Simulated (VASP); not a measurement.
Crystal: PbSe (Clausthalite).

```
Pb Se
1.0
     0.00000    3.06215    3.06215
     3.06215    0.00000    3.06215
     3.06215    3.06215    0.00000
Pb Se
1 1
Cartesian
  0.0000 0.0000 0.0000
  3.0621 3.0621 3.0621
```

Program: VASP 6.6.1. Alike in all runs: task single point; no spin polarisation; cell as given; cutoff (eV) 520; smearing gaussian 0.02 eV.

Q: Order these runs on this cell by their pressure, lowest first.
A. level LDA; potentials or basis VASP PAW LDA potentials, release 64 (Pb_d, Se); k mesh 8 × 8 × 8; mesh quality not flagged
B. level PBE0; potentials or basis VASP PAW PBE potentials, release 64 (Pb_d, Se); k mesh 4 × 4 × 4; grid for exact exchange (PRECFOCK) Normal; exchange at q = 0 default; mesh quality coarse
C. level PBEsol; potentials or basis VASP PAW PBE potentials, release 64 (Pb_d, Se); k mesh 8 × 8 × 8; mesh quality not flagged

A: A (-2.1 GPa), C (-0.6 GPa), B (1.0 GPa).

Caveats: some runs use coarse meshes; the PAW data sets were made with another functional, which shifts forces and pressure a little (some runs).

Not every run made on this cell is shown here.
